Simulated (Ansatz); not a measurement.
# Tl: pressure against volume

The task here is to estimate one member of a computed series from the others.

This is Tl in the fcc structure; at room conditions it is hcp.

Method: DFT PBE, scalar-relativistic, in Ansatz 0.2.0.

**Starting point**

Symmetry: Fm-3m, No. 225, cubic system. The conventional cell has a = 4.330 Å, b = 4.330 Å, c = 4.330 Å, α = 90.00°, β = 90.00°, γ = 90.00°. Around Tl (site symmetry m-3m) lie 12 Tl at 3.06 Å.

Coordinates:

```xyz
1
Lattice="0.0000 2.1650 2.1650 2.1650 0.0000 2.1650 2.1650 2.1650 0.0000" Properties=species:S:1:pos:R:3 pbc="T T T"
Tl    0.0000    0.0000    0.0000
```

The geometry is a database entry used as it stands. It may stem from high pressure or temperature, or be incomplete, so it serves as a test cell.

The first run:

Input file input.yaml:

```yaml
crystal:
  lattice:
    - [0.0, 2.1211798878, 2.1211798878]
    - [2.1211798878, 0.0, 2.1211798878]
    - [2.1211798878, 2.1211798878, 0.0]
  atoms:
    - { symbol: Tl, position: [0.0, 0.0, 0.0] }
kpoints:
  mp_grid: { grid: [14, 14, 14] }
scf:
  occupations: { method: fermi_dirac, width: 0.05 }
hamiltonian:
  xc: pbe
  pseudopotentials: { kind: all_electron, lapw: { basis_error: 0.001 } }
output:
  forces: true
  stress: true
  eigenvalues: true
```

Steps of the session up to this table: Volume × 0.9405, LAPW; Volume × 0.9405, PAW; Volume × 0.9405, crystal datasets; Volume × 0.98, LAPW; Volume × 0.98, PAW; Volume × 1.02, LAPW; Volume × 1.02, PAW; Volume × 1.06, LAPW; Volume × 1.06, PAW; Volume × 1.06, crystal datasets.

One table of the session follows, with a row left open; its other results are not shown here.

| method | volume (Å³/atom) | pressure (GPa) |
| --- | --- | --- |
| LAPW | 19.088 | 50.79 |
| LAPW | 19.890 | 41.56 |
| LAPW | 20.296 | 37.55 |
| LAPW | 20.702 | 33.92 |
| LAPW | 21.513 | 27.63 |
| PAW | 19.088 | 50.78 |
| PAW | 19.890 | 41.55 |
| PAW | 20.296 | 37.54 |
| PAW | 20.702 | 33.91 |
| PAW | 21.513 | ? |
| crystal datasets | 19.088 | 50.79 |
| crystal datasets | 20.296 | 37.55 |
| crystal datasets | 21.513 | 27.63 |

Estimate the missing values for PAW, 21.513.

**Answer.** pressure (GPa): 27.62. In the column «pressure (GPa)» it is the lowest.

Limits of these values: Warnings in the runs' records: gradients without spin orbit, crystal datasets made.
